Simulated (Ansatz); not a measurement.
A run of Ansatz 0.2.0 is set up as follows.

input.yaml

```yaml
crystal:
  lattice:
    - [0.0, 3.06065, 3.06065]
    - [3.06065, 0.0, 3.06065]
    - [3.06065, 3.06065, 0.0]
  atoms:
    - { symbol: Pb, position: [0.0, 0.0, 0.0] }
    - { symbol: Se, position: [0.5, 0.5, 0.5] }
hamiltonian:
  xc: pbe0
  pseudopotentials: { kind: paw, core: large }
kpoints:
  mp_grid: { grid: [5, 5, 5] }
scf:
  occupations: { method: fixed }
  convergence: { dr2_threshold: 1.0e-08 }
  n_extra_bands: 8
output:
  forces: true
  stress: true
  eigenvalues: true
  write_density: true
  write_potential: true
  elf: true
  volumetric_format: npy
```

Potentials or basis: Ansatz PAW large core.

Launch:

```console
$ ansatz run input.yaml --threads 1 --pin off --max-ram 2560MiB --backend cpu --events-out ev --progress --plain --runs-dir out
```

Predict the pressure.

1.3 GPa.

Caveat: this odd mesh misses L, where the gap lies, so gap, dielectric constants and Born charges aren't listed; this set keeps more shells in the core, which shifts pressures and gaps; the PAW data sets come from PBE, with cores solved anew for the run's functional, which leaves a small shift of forces and pressure; the thresholds are loose for stress. Spin-orbit coupling is left out, which matters for the levels of Pb.
